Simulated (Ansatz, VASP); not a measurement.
# One calculation of Sn, two programs

INCAR

```
PREC = Accurate
ENCUT = 600
EDIFF = 1E-6
ISMEAR = -1
SIGMA = 0.05
LREAL = False
LASPH = True
NELM = 60
ALGO = Normal
ISIF = 3
LWAVE = False
LCHARG = False
IBRION = 2
NSW = 80
EDIFFG = -0.02
```

Contents of KPOINTS:

```
Automatic mesh
0
Gamma
  7 7 7
```

File POSCAR:

```
Sn
1.0
    0.0000000000      3.2333428000      3.2333428000
    3.2333428000      0.0000000000      3.2333428000
    3.2333428000      3.2333428000      0.0000000000
Sn
2
Direct
    0.7500000000      0.7500000000      0.7500000000
    0.5000000000      0.5000000000      0.5000000000
```

File input.yaml:

```yaml
crystal:
  lattice:
    - [0.0, 3.2333428, 3.2333428]
    - [3.2333428, 0.0, 3.2333428]
    - [3.2333428, 3.2333428, 0.0]
  atoms:
    - { symbol: Sn, position: [0.75, 0.75, 0.75] }
    - { symbol: Sn, position: [0.5, 0.5, 0.5] }
kpoints:
  mp_grid: { grid: [7, 7, 7] }
scf:
  occupations: { method: fermi_dirac, width: 0.05 }
hamiltonian:
  xc: lda
  pseudopotentials: { kind: all_electron, lapw: { basis_error: 0.001 } }
output:
  forces: true
  stress: true
relax:
  f_tol: 0.02
  max_steps: 60
  cell: {}
```

This isn't the form of Sn at room conditions, which is tetragonal (white tin).

Alike in both runs: task relaxation of cell and atoms; functional LDA; k mesh 7 × 7 × 7; occupations fermi-dirac, width 0.05 eV; no spin polarisation.

|  | VASP | Ansatz |
| --- | --- | --- |
| version | VASP 6.6.1 | Ansatz 0.2.0 |
| potentials or method | VASP PAW LDA potentials, release 64 (Sn_d) | all-electron LAPW, scalar-relativistic |
| plane-wave cutoff (eV) | 600 | see its input |

```tsv
	VASP	Ansatz	Ansatz less VASP
relaxed volume (Å³/atom)	33.95	33.93	-0.020
relaxed cell length with the largest relative difference (Å)	4.579	4.578	-0.0009
```

Ansatz ran all-electron here, so the differences hold the error of VASP's frozen core and of both bases.
